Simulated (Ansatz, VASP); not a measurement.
## Two plane-wave programs on Tl

INCAR

```
SYSTEM = Tl
  PREC = Accurate
  ENCUT = 600
  EDIFF = 1E-7
  ISMEAR = 0
  SIGMA = 0.1
  LREAL = .False.
  LASPH = .True.
  NELM = 100
  ALGO = Normal
  ISIF = 3
  LWAVE = .False.
  LCHARG = .False.
  GGA = PE
  IBRION = 2
  NSW = 90
  EDIFFG = -0.04
```

Contents of KPOINTS:

```
regular mesh
0
Gamma
  6 4 4
  0 0 0
```

Contents of POSCAR:

```
Tl
1.0
    3.6955039415      0.0000000000      0.0000000000
   -0.7719160277      4.8452384096      0.0000000000
   -0.2388882867      1.8630749452      3.8699061673
Tl
2
Direct
    0.0148840180      0.2436778184      0.8668235155
    0.1742057134      0.7653330646      0.8128051938
```

Input for Ansatz:

```yaml
crystal:
  lattice:
    - [3.6955039415, 0.0, 0.0]
    - [-0.7719160277, 4.8452384096, 0.0]
    - [-0.2388882867, 1.8630749452, 3.8699061673]
  atoms:
    - { symbol: Tl, position: [0.014884018, 0.2436778184, 0.8668235155] }
    - { symbol: Tl, position: [0.1742057134, 0.7653330646, 0.8128051938] }
basis:
  ecutwfc: 420
kpoints:
  mp_grid: { grid: [6, 4, 4] }
hamiltonian:
  xc: pbe
scf:
  occupations: { method: gaussian, width: 0.1 }
  lower_state_search: "off"
output:
  forces: true
  stress: true
  eigenvalues: true
relax:
  adjacent_minimum: "off"
  f_tol: 0.04
  max_steps: 70
  cell: { stress_tol: 0.4 }
```

Alike in both runs: task relaxation of cell and atoms; functional PBE; k mesh 6 × 4 × 4; occupations gaussian, width 0.1 eV; no spin polarisation.

```csv
,VASP,Ansatz
version,VASP 6.6.1,Ansatz 0.2.0
potentials or method,"VASP PAW PBE potentials, release 64 (Tl_d)","scalar-relativistic, plane waves, PAW"
plane-wave cutoff (eV),600,420
valence electrons in the cell,26,26
```

```tsv
	VASP	Ansatz	Ansatz less VASP
gap on the k mesh at the Fermi level, each at its own relaxed structure (eV)	none	none	-
relaxed volume (Å³/atom)	32.63	31.63	-1.001
relaxed cell length with the largest relative difference (Å)	6.685	5.415	-1.2700
energy change over the relaxation (meV/atom)	-908	-966	-58.0
```

A gap of «none» marks a metal or a gap that the smearing closes. One of these differences is far larger than is usual between the two programs; its cause wasn't traced.

Caveats: the k mesh is coarse (spacing up to 0.41 Å⁻¹), so the values aren't converged. The runs have no spin-orbit coupling, so splittings on Tl are missing.
